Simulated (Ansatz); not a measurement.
How far PBE and r2SCAN part for LaAlO3, holes 2.0×10^22 cm⁻³

Take LaAlO$_{3}$ in the cubic perovskite structure (space group Pm-3m, No. 221; a = 3.8124 Å) as the base.

(Cell as relaxed with PBE.)

Levels (all Ansatz, an electronic-structure program, PAW): PBE (420 eV, spin-orbit coupling left out); r2SCAN (500 eV, no SOC).

Each level relaxes its own structure.

```json
[
 {"base": "volume per atom", "PBE": "11.08 Å³", "r2SCAN": "10.86 Å³"},
 {"base": "lattice parameter a", "PBE": "7.204 bohr", "r2SCAN": "7.156 bohr"},
 {"base": "band gap", "PBE": "3.50 eV", "r2SCAN": "4.02 eV"}
]
```

It is then changed as follows: holes 2.0×10^22 cm⁻³, on a uniform background at fixed cell.

| quantity | PBE | r2SCAN |
|---|---|---|
| gap between the host's bands | 4.45 eV | ? |
| gap character | indirect, R → Γ | ? |
| shift of the gap caused by the change | +0.95 eV | ? |
| Fermi level relative to the doped band's edge (positive inside the band; to 0.05 eV) | +0.30 eV | ? |

Task: What does r2SCAN give?

Result: 
- gap between the host's bands, r2SCAN: 4.96 eV
- gap character, r2SCAN: indirect, R → Γ
- shift of the gap caused by the change, r2SCAN: +0.94 eV
- Fermi level relative to the doped band's edge (positive inside the band; to 0.05 eV), r2SCAN: +0.30 eV

PBE's gap between the host's bands lies 0.51 eV below r2SCAN's; the two agree on the gap character and Fermi level from band edge. Neither level is exact; r2SCAN is the comparison here, not a measurement.

Carriers are added with a uniform compensating background; total energy and stress of such cells depend on the potential's zero and are not compared; many-body gap narrowing is missing at this level. Whether these cells are dynamically stable was not tested. Many cubic perovskites are stable only at high temperature; tilts and polar distortions were not tested.
